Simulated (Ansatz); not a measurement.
The geometry is COD entry 9008470, unchecked; take it as a test cell.

An input for Ir and the output that it gave: DFT, PBE, all-electron LAPW, scalar-relativistic (Ansatz 0.2.0).

Command: `ansatz run input.yaml --threads 1 --pin off --max-ram 3072MiB --backend cpu --events-out ev --progress --plain --runs-dir out` The run took 23 s on 1 thread of Arm Neoverse V1, with other jobs on the host, peak memory 0.36 GiB.

```yaml
crystal:
  lattice:
    - [0.0, 1.9197, 1.9197]
    - [1.9197, 0.0, 1.9197]
    - [1.9197, 1.9197, 0.0]
  atoms:
    - { symbol: Ir, position: [0.0, 0.0, 0.0] }
kpoints:
  mp_grid: { grid: [15, 15, 15] }
  band_path:
    path:
      - [0.0, 0.0, 0.0]
      - [0.5, 0.0, 0.5]
      - [0.625, 0.25, 0.625]
      - [0.375, 0.375, 0.75]
      - [0.0, 0.0, 0.0]
      - [0.5, 0.5, 0.5]
      - [0.5, 0.25, 0.75]
      - [0.5, 0.0, 0.5]
    npoints: 14
scf:
  occupations: { method: fermi_dirac, width: 0.05 }
hamiltonian:
  xc: pbe
  pseudopotentials: { kind: all_electron, lapw: { basis_error: 0.0005 } }
output:
  forces: true
  stress: true
  eigenvalues: true
  populations: true
  dos: { projected: true, de: 0.2, e_range: [-14, 8] }
```

Output:

```
Ir: projections on atomic orbitals take those of the free atom 1s2 2s2 2p6 3s2 3p6 3d10 4s2 4p6 4d10 4f14 5s2 5p6 5d7 6s2, of charge +0.00 (hamiltonian.pseudopotentials.projection_atoms)
LAPW: plane waves up to 8.940 Å⁻¹, error target 5.0e-4 eV per atom; small_component_spin mean_spin; Ir in spheres of 1.357 Å, 41 of its electrons in bands, Dirac shells []
Engine: ansatz 0.2.0
Pseudopotentials: kind: all_electron
Pseudopotential: Ir, LAPW, valence charge 41, Koelling and Harmon's equation, gaussian nucleus
Functional definition: PBE
  parameter kappa = 0.804
  parameter beta = 0.06672455060314922
  exchange = pbe_x(kappa = kappa, mu = beta*pi^2/3)
  correlation = pbe_c(beta = beta)
Crystal: 1 atoms, lattice volume = 14.149 Å³
Basis set: ecut = 304.5033150037149 eV, 169 PW (Γ), exchange–correlation at level 2
Bands: 25, of which v1, the nominal top of the filled ones, is band 21 counted from 1 (20 counted from 0)
Symmetry: 48 space group operations
Space group: Fm-3m (ITA 225), of the structure as read, at distance tolerance 2.4e-5 Å
k-points: 120 of 3375
Non-local potential: Ir, projectors of the file, none
Initial density: superposition of atomic densities (chi_scale 0.1, normalization cell)
Initial wavefunctions: plane waves of lowest kinetic energy (no species holds an atomic orbital)
Functional: x = pbe(κ = 0.804, μ = 0.2195149727645171), c = pbe(β = 0.06672455060314922)
iter 1 solved again at ethr=3.96e-5 eV; its pass at ethr=1.00e-1 eV (dr2=1.62e-2 eV) is discarded
SCF iter   1: F=—  HF=-485026.048703 eV  |F-HF|=—  |Δ(HF+E_count)|=         —  Δρ=1.73e-2  dr2=1.64e-2  ethr=3.96e-5  ⟨swp⟩=3.3  Hψ=19572  notcnv=0
preconditioner: auto → none  [metal: Δε(μ)=0.022 eV  Ē_g=14.157 eV  σ=0.050 eV  W_gap=0.11  n_scr=8 (ndim 8)  ℏωp=29.6 eV  f_vac=0.000  D(μ)=0.96/eV (n_scr^D=14)  sad-step TF]
SCF iter   2: F=—  HF=-485025.981850 eV  |F-HF|=—  |Δ(HF+E_count)|=   6.69e-2  Δρ=6.25e-3  dr2=2.65e-3  ethr=3.96e-5  ⟨swp⟩=2.5  Hψ=9237  notcnv=0
SCF iter   3: F=—  HF=-485025.980001 eV  |F-HF|=—  |Δ(HF+E_count)|=         —  Δρ=3.55e-3  dr2=8.30e-4  ethr=6.46e-6  ⟨swp⟩=2.0  Hψ=8708  notcnv=0
the basis was enlarged: its passes take 1.1 MiB over the memory plan, 1 of 1 planned eigensolver slots
iter 4 solved again at ethr=1.72e-7 eV; its pass at ethr=2.02e-6 eV (dr2=7.06e-5 eV) is discarded
SCF iter   4: F=—  HF=-485025.980350 eV  |F-HF|=—  |Δ(HF+E_count)|=   3.49e-4  Δρ=9.84e-4  dr2=7.05e-5  ethr=1.72e-7  ⟨swp⟩=2.0  Hψ=14813  notcnv=0
SCF iter   5: F=—  HF=-485025.980398 eV  |F-HF|=—  |Δ(HF+E_count)|=   4.79e-5  Δρ=7.17e-5  dr2=4.08e-7  ethr=1.72e-7  ⟨swp⟩=2.0  Hψ=8708  notcnv=0
SCF iter   6: F=-485025.980399 eV  HF=-485025.980399 eV  |F-HF|=1.22e-9  |Δ(HF+E_count)|=   2.59e-7  Δρ=2.91e-6  dr2=3.31e-10  ethr=9.94e-10  ⟨swp⟩=3.0  Hψ=8997  notcnv=0
SCF 1 converged in 6 iterations: F = -485025.980399 eV  dr2 = 3.31e-10
NSCF: frozen V_eff on 99 k-points
SCF converged after 6 iterations
Free energy (F): -485025.980399 eV
Harris-Foulkes:  -485025.980399 eV  (|F-HF|=1.22e-9)
Internal energy: -485025.972445 eV  (E = F + TS)
E sigma→0 (E₀):  -485025.976422 eV
Entropy (-TS):   -0.007954 eV (-7.954 meV/atom)
Fermi energy:    32.046261 eV
--- Per-component energies (eV) ---
  E_band       = -2865.679467
  E_kinetic    = 548828.017494
  E_xc         = -9475.594154
  E_electrostatic = -1024378.395785  (all electrons and nuclei)
  E_smearing   = -0.007954  (= −TS)
  E_closure    = 0.000000  (closes the sum)
  E_atoms      = -485016.743210  (free atoms, spherical and without spin; not in F)
  Σ components = -485025.980399   (vs F -485025.980399, Δ=0.00e0)
  Basis errors (estimates in eV, not in F): energy 1.2e-4 per atom: plane waves 9.4e-5 (4.7e-5 summed), levels above the bands 3.5e-157, relativity 4.2e-8, radial functions 2.1e-5, core shells 4.0e-7; eigenvalues (radial functions only) 7.4e-7; not estimated: angular momenta, meshes, grids; target (lapw.basis_error) 5.0e-4; muffin-tin radii Ir 1.357 Å
--- Forces (eV/Å), atoms counted from 1 ---
  atom   1  Ir    -0.00000000     0.00000000     0.00000000
  max |Σ_I F_I| component: 3.94e-31 eV/Å
--- Stress (GPa, compression-positive) ---
        8.845213       0.000000      -0.000000
        0.000000       8.845213       0.000000
       -0.000000       0.000000       8.845213
  P = ⅓ Tr σ = 8.8452 GPa (88.452 kbar)
--- Band table (eV; the first three rows and the last of 120) ---
  k-point 0: bands = ["-253.5441", "-253.5441", "-253.5441", "-253.5023", "-253.5023", "-60.8932", "-25.2406", "-25.1999", "-25.1999", "-25.1999", "-25.1843", "-25.1843", "-25.1843", "-17.3700", "-17.3700", "-17.3700", "20.8767", "28.1078", "28.1078", "28.1078", "30.7993", "30.7993", "45.5924", "51.1089", "51.1089"]
  k-point 1: bands = ["-253.5441", "-253.5441", "-253.5441", "-253.5023", "-253.5023", "-60.8904", "-25.2404", "-25.2003", "-25.2003", "-25.1999", "-25.1843", "-25.1841", "-25.1841", "-17.4055", "-17.3749", "-17.3749", "21.0752", "28.0015", "28.1927", "28.1927", "30.7437", "30.7437", "45.9358", "50.2200", "51.4399"]
  k-point 2: bands = ["-253.5441", "-253.5441", "-253.5441", "-253.5023", "-253.5023", "-60.8824", "-25.2397", "-25.2014", "-25.2014", "-25.1999", "-25.1844", "-25.1836", "-25.1836", "-17.5050", "-17.3886", "-17.3886", "21.6393", "27.7497", "28.3987", "28.3987", "30.6446", "30.6446", "46.8317", "48.5666", "52.3944"]
  k-point 119: bands = ["-253.5441", "-253.5441", "-253.5441", "-253.5023", "-253.5023", "-60.8058", "-25.2333", "-25.2087", "-25.2085", "-25.2062", "-25.1812", "-25.1810", "-25.1804", "-17.9110", "-17.8753", "-17.6608", "25.7314", "26.7779", "27.4412", "30.2421", "33.3704", "39.5565", "40.7911", "41.8209", "45.5102"]
--- Löwdin populations: 1 site ---
  site symbol       q [e]
     0     Ir     76.8087
  spilling = 0.002485 (of n_electrons = 77.000000)
```
